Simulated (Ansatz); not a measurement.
TiB2:

```
Ti B
1.0
     3.02920    0.00000    0.00000
    -1.51460    2.62336    0.00000
     0.00000    0.00000    3.22840
Ti B
1 2
Direct
  0.00000 0.00000 0.00000
  0.66667 0.33333 0.50000
  0.33333 0.66667 0.50000
```

Base run:

| Quantity | Value |
| --- | --- |
| Program | Ansatz 0.2.0 |
| Functional | LDA |
| Potentials or basis | Ansatz PAW |
| Cutoff | 420 eV (not typed: the program's choice for these potentials) |
| k mesh | 10 × 10 × 8 |
| Occupations | fermi-dirac, width 0.05 eV |
| Spin | no spin polarisation |
| Hubbard terms | Ti d U = 1 eV |

Its results: band gap on the k mesh none (metal or under the smearing width); pressure -10.4 GPa.

The run is repeated on the same cell with these changes: hubbard terms from Ti d U = 1 eV to none; hubbard projectors from ortho-atomic (the default) to none. What comes out?

Band gap on the k mesh none (metal or under the smearing width); pressure -11.2 GPa.

Caveats: the PAW data sets come from PBE, with cores solved anew for the run's functional, which leaves a small shift of forces and pressure; the density of states is complete only up to the lowest level of the last band computed; U without spin polarisation on a metal has little footing (some runs); the U is typed as a test and isn't derived for this compound (some runs).
